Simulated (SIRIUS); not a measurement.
Runs of SIRIUS 7.12.0 on MgS. Symmetry: F-43m, No. 216, cubic system. The conventional cell has a = 5.666 Å, b = 5.666 Å, c = 5.666 Å, α = 90.00°, β = 90.00°, γ = 90.00°. Around S (site symmetry -43m) lie 4 Mg at 2.45 Å. Mg (site symmetry -43m) is surrounded by 4 S at 2.45 Å. The cell comes from a database or a generator and needn't be the stable form of this composition.

```csv
task,level,cutoff (eV),muffin tin radii,basis cutoff (gk_cutoff),reference energy of the basis,start of the SCF,gap on the mesh (eV),V0 of scaled cells (Å³/atom),B0 (GPa)
equation of state,LDA,167,"Mg 2.23, S 2.23 bohr",3.5 1/bohr,-,-,-,21.89,(a)
band structure,PBEsol,159,"Mg 2.28, S 2.28 bohr",3.42 1/bohr,0.06 Ha,LDA density,3.29,-,-
single point,PBEsol,167,"Mg 2.23, S 2.23 bohr",3.5 1/bohr,0.06 Ha,LDA density,3.29,-,-
equation of state,PBEsol,167,"Mg 2.23, S 2.23 bohr",3.5 1/bohr,-,-,-,22.55,58
```

Alike in all rows: potentials or basis all-electron FP-LAPW, apw+lo standard; no spin polarisation; cell as given; k mesh 8 × 8 × 8; smearing fermi-dirac 0.05 eV.

Problem. Fill in the values left out.

Solution. (a) 62.

A k mesh can miss the band edges.

Not every run made on this cell is shown here.
